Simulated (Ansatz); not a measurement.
Crystal: Bi2Te2Se.

```xyz
5
Lattice="2.1610 1.2476 10.5856 -2.1610 1.2476 10.5856 0.0000 -2.4953 10.5856" Properties=species:S:1:pos:R:3 pbc="T T T"
Bi    0.0000    0.0000   12.4398
Bi    0.0000    0.0000   19.3169
Te    0.0000    0.0000   24.7831
Te    0.0000    0.0000    6.9736
Se    0.0000    0.0000    0.0000
```

The cell is a database's computed one.

Base run:

- Program: Ansatz 0.2.0
- Functional: PBEsol
- Potentials or basis: all-electron LAPW, scalar-relativistic
- Cutoff: 190 eV
- Density cutoff: 761 eV
- Basis error allowed: 0.002 eV/atom
- k mesh: 7 × 7 × 7
- Occupations: fermi-dirac, width 0.05 eV
- Spin: no spin polarisation

Its results: band gap on the k mesh 0.41 eV, direct; pressure -1.4 GPa; largest force 0.051 eV/Å.

Question: After a change of settings the same cell gave: band gap on the k mesh 0.52 eV, direct; pressure 4.0 GPa; largest force 0.346 eV/Å. Which change was it?
A. functional from PBEsol to LDA
B. basis error allowed from 0.002 eV/atom to 0.001 eV/atom
C. functional from PBEsol to BLYP
D. k mesh from 7 × 7 × 7 to 4 × 4 × 4; occupations from fermi-dirac, width 0.05 eV to fermi-dirac, width 0.03 eV

Answer: C.

BLYP binds less tightly than PBEsol, so the same cell stands under more pressure.

Caveats: spin-orbit coupling is left out, which as a rule narrows the gap of such compounds by several tenths of an eV.

Not every run made on this cell is shown here.
